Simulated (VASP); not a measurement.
# Si3C: single point with HSE06

Crystal: Si3C.

```xyz
4
Lattice="1.6986 0.9807 5.8709 -1.6986 0.9807 5.8709 0.0000 -1.9614 5.8709" Properties=species:S:1:pos:R:3 pbc="T T T"
C     1.6986    0.9807    5.8528
Si    0.0000    0.0000    8.7468
Si    0.0000    0.0000    6.4089
Si    0.0000    0.0000   15.6847
```

The cell was built by a generator and needn't be a form met in nature.

* Program: VASP 6.6.1
* Task: single point
* Functional: HSE06
* Potentials or basis: VASP PAW PBE potentials, release 64 (C, Si)
* Cutoff: 520 eV
* k mesh: 4 × 4 × 4
* Occupations: fermi-dirac, width 0.02 eV
* Spin: no spin polarisation
* Dipole correction: no
* Exchange at q = 0: truncated
* Grid for exact exchange (PRECFOCK): Normal
* Screening parameter: 0.2079 1/A
* Further INCAR settings: ALGO = Normal; EDIFF = 1e-06; NBANDS = 16

| Property | Result |
| --- | --- |
| Pressure | -1.0 GPa |
| Largest force | 0.255 eV/Å |
| Band gap on the k mesh | none (metal or under the smearing width) |

Forces in eV/Å, atoms in the order of the input:
```
C    0.000  0.000  0.047
Si   0.000  0.000 -0.076
Si   0.000  0.000 -0.226
Si   0.000  0.000  0.255
```

Stress tensor (GPa, compression positive):
```
-0.68  0.00  0.00
 0.00 -0.68  0.00
 0.00  0.00 -1.69
```

Levels at points of the mesh, in eV from the Fermi level:
| k point | band 5 | band 6 | band 7 | band 8 | band 9 | band 10 | band 11 | band 12 |
| --- | --- | --- | --- | --- | --- | --- | --- | --- |
| (0.00, 0.00, 0.00) | -3.97 | -2.44 | 0.20 | 0.24 | 0.24 | 2.78 | 3.60 | 3.60 |
| (0.50, 0.00, 0.00) | -6.51 | -5.82 | -5.46 | -2.62 | 0.75 | 1.81 | 2.85 | 5.30 |
| (0.50, 0.50, 0.00) | -5.62 | -5.60 | -3.33 | -2.11 | -0.80 | 0.64 | 1.95 | 3.61 |
| (0.50, 0.50, 0.50) | -3.95 | -3.95 | -0.06 | -0.06 | 1.29 | 2.81 | 4.03 | 4.03 |

Wall time 29 min on 1 thread of Intel(R) Xeon(R) 6975P-C (Granite Rapids), on a shared host, peak memory 0.41 GiB.

Caveat: the k mesh is coarse (spacing up to 0.54 Å⁻¹), so the values aren't converged, least of all with exact exchange; the PAW data sets were made with another functional, which shifts forces and pressure a little.
